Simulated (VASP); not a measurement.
# TiSi2 (Cmcm) in VASP: equation of state

Aim: energy against volume of TiSi2 in PBEsol, for its equilibrium volume and stiffness.

All numbers are computed with VASP 6.6.1; they aren't measurements. Logs are shortened: lines on timing, memory, paths and dates and some standing lists are left out, and cuts for length are marked.

## Step 1: Starting point

It takes space group Cmcm (No. 63, orthorhombic). Conventional cell: a = 3.530 Å, b = 13.519 Å, c = 3.565 Å, α = 90.00°, β = 90.00°, γ = 90.00°. Around Ti (site symmetry m2m) lie 10 Si at 2.58 to 2.81 Å. Si (site symmetry m2m) is surrounded by 4 Si at 2.51 Å and 4 Ti at 2.66 to 2.67 Å. Si (site symmetry m2m) is surrounded by 2 Si at 2.38 Å and 4 Ti at 2.58 Å.

The cell comes from a database or a generator and needn't be the stable form of this composition.

## Step 2: Equation of state, PBEsol, 13.33 Å³/atom (volume scaled by 0.94)

Contents of INCAR:

```
SYSTEM = TiSi2
ALGO = Normal ; EDIFF = 1E-7
ENCUT = 520 ; GGA = PS
ISIF = 2 ; ISMEAR = -1
KPAR = 2 ; LASPH = .TRUE.
LCHARG = .FALSE. ; LREAL = .FALSE.
LWAVE = .FALSE. ; NBANDS = 29
NELM = 100 ; PREC = Accurate
SIGMA = 0.05
```

Contents of KPOINTS:

```
k-points
0
G
  8 8 8
  0 0 0
```

Contents of POSCAR:

```
TiSi2
1.0
    1.7290723629     -6.6212982966      0.0000000000
    1.7290723629      6.6212982966      0.0000000000
    0.0000000000      0.0000000000      3.4923948962
Ti Si
2 4
Direct
    0.1031180800      0.8968819200      0.2500000000
    0.8968819200      0.1031180800      0.7500000000
    0.7503148200      0.2496851800      0.2500000000
    0.2496851800      0.7503148200      0.7500000000
    0.4417485500      0.5582514500      0.2500000000
    0.5582514500      0.4417485500      0.7500000000
```

Potentials or basis: VASP PAW PBE potentials, release 64 (Ti_sv, Si).

Command:

```
$ cat potpaw_PBE.64/Ti_sv/POTCAR potpaw_PBE.64/Si/POTCAR > POTCAR
$ mpirun -np 2 vasp_std > vasp.out
```

OUTCAR:

```text
SYSTEM = TiSi2
   EDIFF = 1E-7
   ENCUT = 520
   GGA = PS
   ISIF = 2
   ISMEAR = -1
   LASPH = .TRUE.
   LREAL = .FALSE.
   NELM = 100
   PREC = Accurate

 Found    105 irreducible k-points:

 Following reciprocal coordinates:
            Coordinates               Weight
  0.000000  0.000000  0.000000      1.000000
  0.125000 -0.000000  0.000000      4.000000
  0.250000 -0.000000  0.000000      4.000000
  0.375000 -0.000000  0.000000      4.000000
  0.500000 -0.000000  0.000000      2.000000
  0.125000  0.125000  0.000000      2.000000
   k-points           NKPTS =    105   k-points in BZ     NKDIM =    105   number of bands    NBANDS=     29
   number of dos      NEDOS =    301   number of ions     NIONS =      6
   total plane-waves  NPLWV =  81648
   dimension x,y,z NGX =    54 NGY =   54 NGZ =   28
   dimension x,y,z NGXF=   108 NGYF=  108 NGZF=   56
   ions per type =               2   4
   NGX,Y,Z   is equivalent  to a cutoff of  13.12, 13.12, 13.33 a.u.
   NGXF,Y,Z  is equivalent  to a cutoff of  26.24, 26.24, 26.66 a.u.
 SYSTEM =  TiSi2
   PREC   = accura    normal or accurate (medium, high low for compatibility)
   ISTART =      0    job   : 0-new  1-cont  2-samecut
   ICHARG =      2    charge: 1-file 2-atom 10-const
   ISPIN  =      1    spin polarized calculation?
   LNONCOLLINEAR =      F non collinear calculations
   LSORBIT =      F    spin-orbit coupling
   LASPH  =      T    aspherical Exc in radial PAW
   ENCUT  =  520.0 eV  38.22 Ry    6.18 a.u.  12.72 12.72  6.49*2*pi/ulx,y,z
   NELM   =    100;   NELMIN=  2; NELMDL= -5     # of ELM steps
   EDIFF  = 0.1E-06   stopping-criterion for ELM
   LREAL  =      F    real-space projection
   EDIFFG = 0.1E-05   stopping-criterion for IOM
   NSW    =      0    number of steps for IOM
   IBRION =     -1    ionic relax: 0-MD 1-quasi-New 2-CG
   NFREE  =      0    steps in history (QN), initial steepest desc. (CG)
   ISIF   =      2    stress and relaxation
   ISYM   =      2    0-nonsym 1-usesym 2-fastsym
   POTIM  = 0.5000    time-step for ionic-motion
   TEBEG  =    0.0;   TEEND  =   0.0 temperature during run
   PSTRESS=    0.0 pullay stress
   NELECT =      40.0000    total number of electrons
   NUPDOWN=      -1.0000    fix difference up-down
   EMIN   =  10.00;   EMAX   =-10.00  energy-range for DOS
   EFERMI =   0.00;   METHOD = LEGACY
   ISMEAR =    -1;   SIGMA  =   0.05  broadening in eV -4-tet -1-fermi 0-gaus
   EFERMI_NEDOS =   21; number of points for ismear=-14 and -15
   IALGO  =     38    algorithm
   IMIX   =      4    mixing-type and parameters
     AMIX     =   0.40;   BMIX     =  1.00
     AMIX_MAG =   1.60;   BMIX_MAG =  1.00
  volume/ion in A,a.u.               =      13.33        89.94
  Fermi-wavevector in a.u.,A,eV,Ry     =   1.299546  2.455786 22.977783  1.688819
  Thomas-Fermi vector in A             =   2.430803
   LORBIT       =      0    0 simple, 1 ext, 2 COOP (PROOUT), +10 PAW based schemes
   GGA     = PS    functional components
   LHFCALC =     F    Hartree Fock is set to
   AEXX    =    0.0000 exact exchange contribution
   IVDW    =     0    specifies the selected vdW correction
   LEPSILON=     F    determine dielectric tensor
   LRPA    =     F    only Hartree local field effects (RPA)
 non-spin polarized calculation
  energy-cutoff  :      520.00
  volume of cell :       79.97
 maximum number of plane-waves:      2182
 NGX is ok and might be reduce to    54
   NGX = 25   NGY = 25   NGZ = 13

 number of electron      39.9999998 magnetization

 Free energy of the ion-electron system (eV)
  ---------------------------------------------------
  ext. energy  EPLUGINS =         0.00000000
  ---------------------------------------------------
  free energy    TOTEN  =       -43.59928704 eV

  energy without entropy =      -43.58799783  energy(sigma->0) =      -43.59364244

 E-fermi :  11.2688     XC(G=0): -12.0088

 val. band max:       11.2678838309   @ k =   0.5000   0.2500   0.0000
 cond. band min:      11.2841420414   @ k =  -0.3750   0.3750   0.3750
 fundamental gap:      0.0162582105
 Fermi energy:        11.2688281708

 k-point     1 :       0.0000    0.0000    0.0000
  band No.  band energies     occupation
      1     -45.1475      2.00000
      2     -45.1346      2.00000
      3     -21.6453      2.00000
      4     -21.5861      2.00000
      5     -21.5772      2.00000
      6     -21.5690      2.00000
      7     -21.5432      2.00000
      8     -21.5295      2.00000
      9      -2.2474      2.00000
     10       0.1411      2.00000
     11       2.4285      2.00000
     12       7.7385      2.00000
     13       8.0257      2.00000
     14       8.2308      2.00000
     15       8.5446      2.00000
     16       8.6331      2.00000
     17       8.9125      2.00000
     18       9.1130      2.00000
     19       9.1906      2.00000
     20      11.7565      0.00012
     21      12.1465      0.00000
     22      12.1927      0.00000
     23      12.2972      0.00000
     24      12.5095      0.00000
     25      12.7128      0.00000
     26      13.5637      0.00000
     27      14.0626      0.00000
     28      14.4225      0.00000
     29      14.6781      0.00000

 k-point     2 :       0.1250   -0.0000    0.0000
  band No.  band energies     occupation
      1     -45.1466      2.00000
      2     -45.1337      2.00000
      3     -21.6425      2.00000
      4     -21.6012      2.00000
      5     -21.5826      2.00000
      6     -21.5758      2.00000
      7     -21.5420      2.00000
      8     -21.5287      2.00000
      9      -2.0408      2.00000
     10       0.1980      2.00000
     11       2.6868      2.00000
     12       6.5455      2.00000
     13       7.7827      2.00000
     14       8.1622      2.00000
     15       8.3518      2.00000
     16       8.5126      2.00000
     17       8.6748      2.00000
     18       9.5242      2.00000
     19       9.6512      2.00000
     20      11.5085      0.01644
     21      11.8940      0.00001
     22      12.2531      0.00000
     23      12.3133      0.00000
     24      12.5294      0.00000
     25      13.2335      0.00000
     26      13.5933      0.00000
     27      14.5059      0.00000
     28      14.5726      0.00000
     29      14.5745      0.00000

 k-point     3 :       0.2500   -0.0000    0.0000
  band No.  band energies     occupation
      1     -45.1443      2.00000
      2     -45.1317      2.00000
      3     -21.6391      2.00000
      4     -21.6342      2.00000
      5     -21.6151      2.00000
      6     -21.5723      2.00000
      7     -21.5392      2.00000
      8     -21.5267      2.00000
      9      -1.4403      2.00000
     10       0.3882      2.00000
     11       3.3257      2.00000
     12       4.7109      2.00000
     13       6.5581      2.00000
     14       8.1658      2.00000
     15       8.3462      2.00000
     16       8.6502      2.00000
     17       8.6638      2.00000
     18       9.7424      2.00000
     19      10.0346      2.00000
     20      10.7071      1.99997
     21      11.8139      0.00004
     22      12.2306      0.00000
     23      12.2575      0.00000
     24      12.6442      0.00000
     25      12.9967      0.00000
     26      13.8918      0.00000
     27      14.2894      0.00000
     28      14.5467      0.00000
     29      15.5444      0.00000

 k-point     4 :       0.3750   -0.0000    0.0000
  band No.  band energies     occupation
      1     -45.1420      2.00000
      2     -45.1296      2.00000
      3     -21.6737      2.00000
      4     -21.6478      2.00000
      5     -21.6284      2.00000
      6     -21.5688      2.00000
      7     -21.5363      2.00000
      8     -21.5248      2.00000
      9      -0.5261      2.00000
     10       0.6953      2.00000
     11       2.6847      2.00000
     12       4.4143      2.00000
     13       5.7216      2.00000
     14       7.5980      2.00000
     15       7.9413      2.00000
     16       8.6481      2.00000
     17       9.2382      2.00000
     18       9.8105      2.00000
     19      10.2795      2.00000
     20      10.2848      2.00000
     21      11.3922      0.15629
     22      12.1672      0.00000
     23      12.6123      0.00000
     24      13.0642      0.00000
     25      13.2857      0.00000
     26      13.5046      0.00000
     27      14.1388      0.00000
     28      14.3749      0.00000
     29      15.2675      0.00000

 k-point     5 :       0.5000   -0.0000    0.0000
  band No.  band energies     occupation
      1     -45.1411      2.00000
      2     -45.1288      2.00000
      3     -21.6885      2.00000
      4     -21.6611      2.00000
      5     -21.6256      2.00000
      6     -21.5674      2.00000
      7     -21.5351      2.00000
      8     -21.5240      2.00000
      9       0.1734      2.00000
     10       1.0976      2.00000
     11       1.4880      2.00000
     12       4.5339      2.00000
     13       6.3585      2.00000
     14       6.3852      2.00000
     15       7.8532      2.00000
     16       8.6276      2.00000
     17       9.4795      2.00000
     18       9.7400      2.00000
     19      10.5010      2.00000
     20      10.6628      1.99999
     21      10.6736      1.99999
     22      12.6535      0.00000
     23      12.9397      0.00000
     24      13.0677      0.00000
     25      13.1907      0.00000
     26      13.2557      0.00000
     27      13.8974      0.00000
     28      14.5229      0.00000
     29      14.8106      0.00000

 k-point     6 :       0.1250    0.1250    0.0000
  band No.  band energies     occupation
      1     -45.1443      2.00000
      2     -45.1316      2.00000
      3     -21.6389      2.00000
      4     -21.6351      2.00000
      5     -21.6153      2.00000
      6     -21.5724      2.00000
      7     -21.5391      2.00000
      8     -21.5258      2.00000
      9      -1.4853      2.00000
     10       0.5319      2.00000
     11       3.1238      2.00000
     12       4.7344      2.00000
     13       6.5237      2.00000
     14       8.1543      2.00000
     15       8.6658      2.00000
     16       8.6795      2.00000
     17       8.8071      2.00000
     18       9.6440      2.00000
     19       9.8238      2.00000
     20      10.6612      1.99999
     21      12.0999      0.00000
     22      12.1685      0.00000
     23      12.3499      0.00000
     24      12.4500      0.00000
     25      12.7327      0.00000
     26      13.8458      0.00000
     27      14.2352      0.00000
     28      14.6423      0.00000
     29      15.6090      0.00000

 [... further k-points ...]
[... 5 lines left out ...]
  --------------------------------------------------------------------------------------
  -------------------------------------------------------------------------------------
  Total        3.8433922      2.9834603      4.9074710      0.0000000      0.0000000      0.0000000
  in kB       77.0044138     59.7752201     98.3238006      0.0000000      0.0000000      0.0000000
  external PRESSURE =      78.3678115 kB  Pullay stress =       0.0000000 kB

 VOLUME and BASIS-vectors are now :
 -----------------------------------------------------------------------------
  energy-cutoff  :      520.00
  volume of cell :       79.97
      direct lattice vectors                 reciprocal lattice vectors
     1.729072363 -6.621298297  0.000000000     0.289172397 -0.075513891  0.000000000
     1.729072363  6.621298297  0.000000000     0.289172397  0.075513891  0.000000000
     0.000000000  0.000000000  3.492394896     0.000000000  0.000000000  0.286336462

 POSITION                                       TOTAL-FORCE (eV/Angst)
 -----------------------------------------------------------------------------------
      1.72907      5.25575      0.87310         0.000000      0.188011      0.000000
      1.72907     -5.25575      2.61930         0.000000     -0.188011     -0.000000
      1.72907     -3.31482      0.87310         0.000000     -0.023765      0.000000
      1.72907      3.31482      2.61930         0.000000      0.023765      0.000000
      1.72907      0.77140      0.87310         0.000000      0.447620      0.000000
      1.72907     -0.77140      2.61930         0.000000     -0.447620      0.000000
 -----------------------------------------------------------------------------------
    total drift:                                0.000000      0.000000      0.000000

  FREE ENERGIE OF THE ION-ELECTRON SYSTEM (eV)
  ---------------------------------------------------
  free  energy   TOTEN  =       -43.5992870373 eV

  energy  without entropy=      -43.5879978339  energy(sigma->0) =      -43.59364244
```

It took 3.5 min on 2 MPI ranks of Intel Xeon 6975P-C (Granite Rapids), shared host; peak memory 0.38 GiB.

Results:

* Free energy: -43.5993 eV
* Pressure: 7.8 GPa
* Largest force: 0.448 eV/Å
* Band gap on the k mesh: none (metal or under the smearing width)

Caveat: the PAW data sets were made with another functional, which shifts forces and pressure a little.

## Step 3: Equation of state, PBEsol, 13.61 Å³/atom (volume scaled by 0.96)

INCAR is that of step 2.

KPOINTS is that of step 2.

POSCAR: that of step 2 with these lines changed.

```diff
@@ -2,5 +2,5 @@
 1.0
-    1.7290723629     -6.6212982966      0.0000000000
-    1.7290723629      6.6212982966      0.0000000000
-    0.0000000000      0.0000000000      3.4923948962
+    1.7412493300     -6.6679286942      0.0000000000
+    1.7412493300      6.6679286942      0.0000000000
+    0.0000000000      0.0000000000      3.5169900368
 Ti Si
```

Potentials or basis: VASP PAW PBE potentials, release 64 (Ti_sv, Si).

Command:

```
$ cat potpaw_PBE.64/Ti_sv/POTCAR potpaw_PBE.64/Si/POTCAR > POTCAR
$ mpirun -np 2 vasp_std > vasp.out
```

It took 3.2 min on 2 MPI ranks of Intel Xeon 6975P-C (Granite Rapids), shared host; peak memory 0.38 GiB.

It converged, with:

```yaml
Free_energy: -43.6632 eV
Pressure: 4.2 GPa
Largest_force: 0.358 eV/Å
Band_gap_on_the_k_mesh: none (metal or under the smearing width)
```

Caveat: the PAW data sets were made with another functional, which shifts forces and pressure a little.

## Step 4: Equation of state, PBEsol, 13.89 Å³/atom (volume scaled by 0.98)

INCAR is that of step 3.

KPOINTS is that of step 3.

POSCAR: that of step 3 with these lines changed.

```diff
@@ -2,5 +2,5 @@
 1.0
-    1.7412493300     -6.6679286942      0.0000000000
-    1.7412493300      6.6679286942      0.0000000000
-    0.0000000000      0.0000000000      3.5169900368
+    1.7532583256     -6.7139158625      0.0000000000
+    1.7532583256      6.7139158625      0.0000000000
+    0.0000000000      0.0000000000      3.5412459070
 Ti Si
```

Command:

```
$ cat potpaw_PBE.64/Ti_sv/POTCAR potpaw_PBE.64/Si/POTCAR > POTCAR
$ mpirun -np 2 vasp_std > vasp.out
```

Wall time 3.6 min (2 MPI ranks of Intel Xeon 6975P-C (Granite Rapids), shared host); peak memory 0.4 GiB.

Results (log left out):

```
Free energy            : -43.6904 eV
Pressure               : 0.9 GPa
Largest force          : 0.276 eV/Å
Band gap on the k mesh : none (metal or under the smearing width)
```

Caveat: the PAW data sets were made with another functional, which shifts forces and pressure a little.

## Step 5: Equation of state, PBEsol, 14.46 Å³/atom (volume scaled by 1.02)

INCAR is that of step 4.

KPOINTS is that of step 4.

POSCAR: that of step 4 with these lines changed.

```diff
@@ -2,5 +2,5 @@
 1.0
-    1.7532583256     -6.7139158625      0.0000000000
-    1.7532583256      6.7139158625      0.0000000000
-    0.0000000000      0.0000000000      3.5412459070
+    1.7767948029     -6.8040462934      0.0000000000
+    1.7767948029      6.8040462934      0.0000000000
+    0.0000000000      0.0000000000      3.5887850817
 Ti Si
```

Command:

```
$ cat potpaw_PBE.64/Ti_sv/POTCAR potpaw_PBE.64/Si/POTCAR > POTCAR
$ mpirun -np 2 vasp_std > vasp.out
```

Wall time 4.2 min (2 MPI ranks of Intel Xeon 6975P-C (Granite Rapids), shared host); peak memory 0.4 GiB.

The run converged. Its results:

- Free energy: -43.6488 eV
- Pressure: -4.7 GPa
- Largest force: 0.138 eV/Å
- Band gap on the k mesh: none (metal or under the smearing width)

Caveat: the PAW data sets were made with another functional, which shifts forces and pressure a little.

## Step 6: Equation of state, PBEsol, 14.75 Å³/atom (volume scaled by 1.04)

INCAR is that of step 5.

KPOINTS is that of step 5.

POSCAR: that of step 5 with these lines changed.

```diff
@@ -2,5 +2,5 @@
 1.0
-    1.7767948029     -6.8040462934      0.0000000000
-    1.7767948029      6.8040462934      0.0000000000
-    0.0000000000      0.0000000000      3.5887850817
+    1.7883327548     -6.8482296503      0.0000000000
+    1.7883327548      6.8482296503      0.0000000000
+    0.0000000000      0.0000000000      3.6120895340
 Ti Si
```

Potentials or basis: VASP PAW PBE potentials, release 64 (Ti_sv, Si).

Command:

```
$ cat potpaw_PBE.64/Ti_sv/POTCAR potpaw_PBE.64/Si/POTCAR > POTCAR
$ mpirun -np 2 vasp_std > vasp.out
```

It took 3.5 min on 2 MPI ranks of Intel Xeon 6975P-C (Granite Rapids), shared host; peak memory 0.41 GiB.

The run converged. Its results:

- Free energy: -43.5865 eV
- Pressure: -7.1 GPa
- Largest force: 0.091 eV/Å
- Band gap on the k mesh: none (metal or under the smearing width)

Caveat: the PAW data sets were made with another functional, which shifts forces and pressure a little.

## Step 7: Equation of state, PBEsol, 15.03 Å³/atom (volume scaled by 1.06)

INCAR is that of step 6.

KPOINTS is that of step 6.

POSCAR: that of step 6 with these lines changed.

```diff
@@ -2,5 +2,5 @@
 1.0
-    1.7883327548     -6.8482296503      0.0000000000
-    1.7883327548      6.8482296503      0.0000000000
-    0.0000000000      0.0000000000      3.6120895340
+    1.7997237164     -6.8918501234      0.0000000000
+    1.7997237164      6.8918501234      0.0000000000
+    0.0000000000      0.0000000000      3.6350970940
 Ti Si
```

Command:

```
$ cat potpaw_PBE.64/Ti_sv/POTCAR potpaw_PBE.64/Si/POTCAR > POTCAR
$ mpirun -np 2 vasp_std > vasp.out
```

Wall time 4.2 min (2 MPI ranks of Intel Xeon 6975P-C (Granite Rapids), shared host); peak memory 0.4 GiB.

It converged, with:

```
Free energy            : -43.5001 eV
Pressure               : -9.2 GPa
Largest force          : 0.134 eV/Å
Band gap on the k mesh : none (metal or under the smearing width)
```

Caveat: the PAW data sets were made with another functional, which shifts forces and pressure a little.

## Step 8: Equation of state, PBEsol

Potentials or basis: VASP PAW PBE potentials, release 64 (Ti_sv, Si).

This step only gathers the single runs of the series.

What came out:

```yaml
Equilibrium_volume: 13.98 Å³/atom
Bulk_modulus_at_fixed_shape_and_positions: 148 GPa
Pressure_derivative_of_the_bulk_modulus: 4.2
```

Energy against volume, from the lowest point:
| volume (Å³/atom) | energy (meV/atom) |
| --- | --- |
| 13.328 | 15.18 |
| 13.611 | 4.53 |
| 13.895 | 0.00 |
| 14.179 | 0.98 |
| 14.462 | 6.92 |
| 14.746 | 17.31 |
| 15.029 | 31.71 |

Caveat: the cell was scaled at fixed shape and fractional positions, which overstates the stiffness of a crystal with free parameters, most of all of layers and chains; the PAW data sets were made with another functional, which shifts forces and pressure a little.
